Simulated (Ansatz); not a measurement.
**Ag and the effect of the functional**

The cell as given:

The structure is cubic, space group Im-3m (No. 229). Conventional cell: a = 3.311 Å, b = 3.311 Å, c = 3.311 Å, α = 90.00°, β = 90.00°, γ = 90.00°. Ag (site symmetry m-3m) is surrounded by 8 Ag at 2.87 Å.

This isn't the form of Ag at room conditions, which is fcc.

Kept alike: task relaxation of cell and atoms; k mesh 11 × 11 × 11; occupations fermi-dirac, width 0.05 eV; no spin polarisation. Program: Ansatz, Ansatz PAW. Cutoffs run from 420 to 500 eV. The mesh is that of the run's cell of 1 atom. No spin-orbit coupling.

| run | volume (Å³/atom) |
| --- | --- |
| A | 17.424 |
| B | 16.787 |
| C | 16.129 |
| D | 19.425 |

The relaxations keep at least the cell's symmetry (Im-3m). For a metal such a mesh leaves the last digits unconverged. Relaxations stop with a little pressure left, so the last digits of a volume or edge aren't settled. All rows use potentials made for PBE.

The runs differ in the functional (and the cutoff that goes with it) alone: BLYP; LDA; PBEsol; r2SCAN. Which run is which?

Run A is r2SCAN; run B is PBEsol; run C is LDA; run D is BLYP. The volume runs from 16.129 (LDA) to 19.425 Å³/atom (BLYP).
